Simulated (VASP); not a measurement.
Write the native input for VASP 6.6.1 that does the following.

- Task: relaxation of cell and atoms
- Functional: r2SCAN
- Potentials or basis: VASP PAW PBE potentials, release 64 (Si)
- Cutoff: 600 eV
- k mesh: 10 × 10 × 10
- Occupations: gaussian, width 0.03 eV
- Spin: no spin polarisation
- Further INCAR settings: ALGO = Normal; EDIFF = 1e-06; IBRION = 2; EDIFFG = -0.01; NSW = 90; ISIF = 3

The structure of Si lies in POSCAR:

```
Si
1.0
    0.0000000000      2.7135600000      2.7135600000
    2.7135600000      0.0000000000      2.7135600000
    2.7135600000      2.7135600000      0.0000000000
Si
2
Direct
    0.7500000000      0.7500000000      0.7500000000
    0.5000000000      0.5000000000      0.5000000000
```

The input as run:

INCAR

```
SYSTEM = Si
  PREC = Accurate
  ENCUT = 600
  EDIFF = 1E-6
  ISMEAR = 0
  SIGMA = 0.03
  LREAL = .FALSE.
  LASPH = .TRUE.
  NELM = 80
  ALGO = Normal
  ISIF = 3
  LWAVE = .FALSE.
  LCHARG = .FALSE.
  METAGGA = R2SCAN
  LMIXTAU = .TRUE.
  IBRION = 2
  NSW = 90
  EDIFFG = -0.01
```

KPOINTS

```
regular mesh
0
G
  10 10 10
  0 0 0
```

Potentials or basis: VASP PAW PBE potentials, release 64 (Si).

Command:

```bash
$ cat potpaw_PBE.64/Si/POTCAR > POTCAR
$ mpirun -np 1 vasp_std > vasp.out
```

It gave:

* Relaxed volume: 20.12 Å³/atom
* Relaxed cell: a = 3.846 Å, b = 3.846 Å, c = 3.846 Å, α = 60.00°, β = 60.00°, γ = 60.00°
* Space group after relaxing (to 0.05 Å): Fd-3m (No. 227)
* Energy gained by relaxing: 0.3 meV/atom
* Ionic steps: 3
* Pressure after relaxing: 0.0 GPa
* Band gap on the k mesh: 0.79 eV, indirect (least direct gap 2.76 eV)

Caveat: the PAW data sets were made with another functional, which shifts forces and pressure a little.

Run time: 120 s on 1 thread of AMD EPYC 9R45 (Zen 5), with other jobs on the host, peak memory 0.15 GiB.
